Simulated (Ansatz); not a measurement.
# HfS2: the cost of one run

Method: DFT PBE+D3(BJ), scalar-relativistic, plane waves, PAW, in Ansatz 0.2.0.

3 further runs of the same task are left out: 2 that didn't finish, 1 set aside as unsound or not needed.

### 1 The starting structure

The structure is trigonal, space group P-3m1 (No. 164). The conventional cell has a = 3.606 Å, b = 3.606 Å, c = 5.770 Å, α = 90.00°, β = 90.00°, γ = 120.00°. Hf (site symmetry -3m) has 6 S at 2.54 Å as nearest neighbours. S (site symmetry 3m) is surrounded by 3 Hf at 2.54 Å.

Coordinates:

```xyz
3
Lattice="3.6063 0.0000 0.0000 -1.8032 3.1232 0.0000 0.0000 0.0000 5.7701" Properties=species:S:1:pos:R:3 pbc="T T T"
Hf    0.0000    0.0000    0.0000
S     1.8032    1.0411    4.3140
S     0.0000    2.0821    1.4561
```

It goes back to an entry of the Materials Project.

It is the result of an earlier relaxation at this level (volume 21.66 Å³/atom; gap on the mesh: 0.89 eV).

### 2 Static run: bands, density of states and charges

input.yaml reads:

```yaml
crystal:
  lattice:
    - [3.6063453008, 0.0, 0.0]
    - [-1.8031726504, 3.1231866453, 0.0]
    - [0.0, 0.0, 5.7701088351]
  atoms:
    - { symbol: Hf, position: [0.0, 0.0, 0.0] }
    - { symbol: S, position: [0.6666666667, 0.3333333333, 0.7476470489] }
    - { symbol: S, position: [0.3333333333, 0.6666666667, 0.2523529511] }
basis:
  ecutwfc: 420
kpoints:
  mp_grid: { grid: [9, 9, 6] }
  band_path:
    path:
      - [[0.0, 0.0, 0.0], [0.5, 0.0, 0.0], [0.33333333, 0.33333333, 0.0], [0.0, 0.0, 0.0], [0.0, 0.0, 0.5], [0.5, 0.0, 0.5], [0.33333333, 0.33333333, 0.5], [0.0, 0.0, 0.5]]
      - [[0.5, 0.0, 0.5], [0.5, 0.0, 0.0]]
      - [[0.33333333, 0.33333333, 0.5], [0.33333333, 0.33333333, 0.0]]
    npoints: 14
hamiltonian:
  xc: pbe
  dispersion: d3bj
scf:
  occupations: { method: gaussian, width: 0.02 }
  n_extra_bands: 7
output:
  forces: true
  stress: true
  eigenvalues: true
  populations: true
  dos: { projected: true, de: 0.02, nscf_kmesh: { grid: [14, 14, 9] } }
  bader: true
  write_density: true
  write_potential: true
  elf: true
  volumetric_format: npy
```

The run is started by

```sh
> ansatz run input.yaml --threads 1 --pin off --max-ram 2560MiB --backend cpu --events-out ev --progress --plain --runs-dir out
```

Q: Estimate wall time and peak memory on 1 thread of Arm Neoverse V2, shared host.

About 35 s, with a peak of 0.43 GiB.
